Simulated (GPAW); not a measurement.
The system is SnO2 (Cassiterite).

```
Sn O
1.0
     4.73800    0.00000    0.00000
     0.00000    4.73800    0.00000
     0.00000    0.00000    3.18650
Sn O
2 4
Cartesian
  2.3690 2.3690 1.5933
  0.0000 0.0000 0.0000
  3.8240 0.9140 1.5933
  3.2830 3.2830 0.0000
  0.9140 3.8240 1.5933
  1.4550 1.4550 0.0000
```

| Item | Value |
| --- | --- |
| Program | GPAW 26.7.0 |
| Task | relaxation of cell and atoms |
| Functional | PBE |
| Dispersion | D3 |
| Potentials or basis | GPAW PAW data sets (gpaw-data 1.2.1) |
| Cutoff | 800 eV |
| Basis | pw |
| k mesh | 4 × 4 × 5 |
| Occupations | fermi-dirac, width 0.05 eV |
| Spin | no spin polarisation |

At the start: pressure 7.3 GPa; volume 11.92 Å³/atom.

**Question.** How do energy, volume and symmetry change on relaxing?

**Answer.** Over 25 steps the energy falls by 9.9 meV/atom and the volume is 12.32 Å³/atom (+3.4 %); space group P4_2/mnm (No. 136, to 0.05 Å).

Step by step:
```
step  energy change (eV)  largest force (eV/Å)  pressure (GPa)  volume (Å³)
   1              0.0000                0.2646            7.29        71.53
   2             -0.0111                0.1888            6.57        71.73
   3             -0.0277                0.0616            5.27        72.10
   4             -0.0425                0.0753            3.57        72.62
   5             -0.0517                0.1727            1.70        73.25
   6             -0.0556                0.1944           -0.05        73.90
   7             -0.0559                0.1838           -0.03        73.90
   8             -0.0566                0.1631           -0.01        73.89
   9             -0.0575                0.1336            0.03        73.89
  10             -0.0583                0.0967            0.08        73.89
  11             -0.0589                0.0545            0.14        73.89
  12             -0.0592                0.0094            0.19        73.90
  13             -0.0592                0.0336            0.24        73.91
  14             -0.0592                0.0329            0.23        73.91
  15             -0.0592                0.0320            0.23        73.91
  16             -0.0592                0.0306            0.23        73.91
  17             -0.0592                0.0288            0.22        73.91
  18             -0.0593                0.0266            0.21        73.91
  19             -0.0593                0.0240            0.20        73.92
  20             -0.0593                0.0212            0.19        73.92
  21             -0.0593                0.0177            0.18        73.92
  22             -0.0594                0.0135            0.16        73.93
  23             -0.0594                0.0087            0.15        73.93
  24             -0.0594                0.0034            0.12        73.94
  25             -0.0594                0.0022            0.10        73.95
```

Final structure:
```xyz
6
Lattice="4.7891 0.0000 0.0000 0.0000 4.7891 0.0000 0.0000 0.0000 3.2241" Properties=species:S:1:pos:R:3 pbc="T T T"
Sn    2.3946    2.3946    1.6120
Sn    0.0000    0.0000    0.0000
O     3.8609    0.9282    1.6120
O     3.3227    3.3227    0.0000
O     0.9282    3.8609    1.6120
O     1.4664    1.4664    0.0000
```

Caveat: the k mesh is coarse; later steps reuse the first step's grids.
